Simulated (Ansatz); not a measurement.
# From three elastic constants to directional properties of AlP

These are results of DFT r2SCAN+D3(BJ), scalar-relativistic, plane waves, PAW (Ansatz 0.2.0), not measurements. Cutoff 500 eV, 8×8×8 k-points (Γ-centred), fixed occupations. No spin polarisation.

The cell is fixed (symmetry leaves no force on the atoms) and stands under 0.0 GPa:
```xyz
2
Lattice="0.0000 2.7285 2.7285 2.7285 0.0000 2.7285 2.7285 2.7285 0.0000" Properties=species:S:1:pos:R:3 pbc="T T T"
Al    0.0000    0.0000    0.0000
P     1.3642    1.3642    1.3642
```

The cell is the ideal cubic zincblende prototype.

With ions relaxed, on the cubic axes: C11 = 139.2, C12 = 69.5, C44 = 67.5 GPa. The density is 2.369 g/cm³.

Question: Is the crystal stable against strain, and how anisotropic is it?

Answer: Born's conditions hold: C11 + 2C12 = 278.1, C11 − C12 = 69.8 and C44 = 67.5 GPa are all positive. B = (C11 + 2C12)/3 = 92.7 GPa. The two shear moduli are C44 and C′ = (C11 − C12)/2 = 34.9 GPa, so Zener's ratio is A = C44/C′ = 1.93: the tetragonal shear C′ is the soft one, as in many fcc and bcc metals and zincblende crystals. The Cauchy pressure C12 − C44 is 2.0 GPa; it would vanish for pair forces between atoms on inversion centres at zero pressure, and here it is small.

Question: Give the sound speeds along the three symmetry directions.

Answer: The Christoffel equation gives ρv² for each branch:
| direction | branch | ρv² | GPa | v (m/s) |
| --- | --- | --- | --- | --- |
| [100] | L | C11 | 139.2 | 7667 |
| [100] | T (×2) | C44 | 67.5 | 5336 |
| [110] | L | (C11 + C12 + 2C44)/2 | 171.8 | 8516 |
| [110] | T, u ∥ [001] | C44 | 67.5 | 5336 |
| [110] | T, u ∥ [1-10] | (C11 − C12)/2 | 34.9 | 3838 |
| [111] | L | (C11 + 2C12 + 4C44)/3 | 182.7 | 8781 |
| [111] | T (×2) | (C11 − C12 + C44)/3 | 45.8 | 4395 |

In a piezoelectric crystal some branches stiffen further, which is left out.

Question: How does Young's modulus depend on direction?

Answer: Inverting gives S11 = 10.749, S12 = -3.577, S44 = 14.824 TPa⁻¹. Along a unit vector (l, m, n), 1/E = S11 − 2(S11 − S12 − S44/2)(l²m² + m²n² + n²l²), where the last bracket is 0, 1/4 and 1/3 for [100], [110] and [111]: E = 93, 137 and 163 GPa. With A > 1 the body diagonal is stiffest. For a film on (001), the biaxial modulus is C11 + C12 − 2C12²/C11 = 139 GPa and the normal strain is −2C12/C11 = -1.00 times the in-plane one.

Cost: 2 runs of about 4.8 core-minutes in all, on Arm Neoverse N1 (shared hosts).

AlP resists shear least when the cube is distorted tetragonally, and this softness shows up both in the slow [110] transverse branch polarised along [1-10] and in the low Young's modulus along the cube axes. The reason lies in the tetrahedral bond network. To first order, a tetragonal shear leaves the lengths of the ⟨111⟩ bonds unchanged and only bends the angles between them, so C′ measures mainly the weaker, directional sp³ bond-bending forces. The shear behind C44 also stretches and compresses bonds, although the relative shift of the two sublattices relieves part of that cost. Pulling along [111] loads one set of bonds head-on, which explains the maximum of 163 GPa there.

The small Cauchy pressure is no evidence for central forces: neither site in zincblende is an inversion centre, and nearest-neighbour central forces alone would leave the lattice without shear rigidity. The positive moduli establish stability against small homogeneous strains, but not against short-wavelength phonons or transformation to another phase.
